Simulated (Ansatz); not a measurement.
Ni3Si: changing the pressure

The cell as given:

It takes space group Pm-3m (No. 221, cubic). The conventional cell has a = 3.542 Å, b = 3.542 Å, c = 3.542 Å, α = 90.00°, β = 90.00°, γ = 90.00°. Around Ni (site symmetry 4/mmm) lie 8 Ni at 2.50 Å and 4 Si at 2.50 Å. Si (site symmetry m-3m) is surrounded by 12 Ni at 2.50 Å.

Kept alike: task relaxation of cell and atoms; functional PBE; k mesh 8 × 8 × 8; occupations fermi-dirac, width 0.05 eV; collinear spin, ferromagnetic start. Program: Ansatz, Ansatz PAW, cutoff 420 eV. The mesh is that of the run's cell of 4 atoms. No spin-orbit coupling.

| run | volume (Å³/atom) |
| --- | --- |
| A | 9.969 |
| B | 10.329 |
| C | 9.668 |
| D | 10.679 |
| E | 10.777 |
| F | 10.540 |

The relaxations keep at least the cell's symmetry (Pm-3m). For a metal such a mesh leaves the last digits unconverged. The runs follow the start's structure, whether or not it is the stable one at these pressures. P is the pressure aimed at, which the runs meet within some hundredths to tenths of a GPa. The moments vanished: the runs ended non-magnetic.

The runs differ in the pressure alone: 0; 2; 5; 10; 20; 30 GPa. Which run is which?

Run A is 20 GPa; run B is 10 GPa; run C is 30 GPa; run D is 2 GPa; run E is 0 GPa; run F is 5 GPa. The volume falls from 10.777 to 9.668 Å³/atom between 0 and 30 GPa. The volume falls ever more slowly, since the solid stiffens under load. At the pressures aimed at, which the runs meet within some tenths of a GPa, the step from 0 to 5 GPa gives a mean bulk modulus near 225 GPa, the last step 326 GPa.
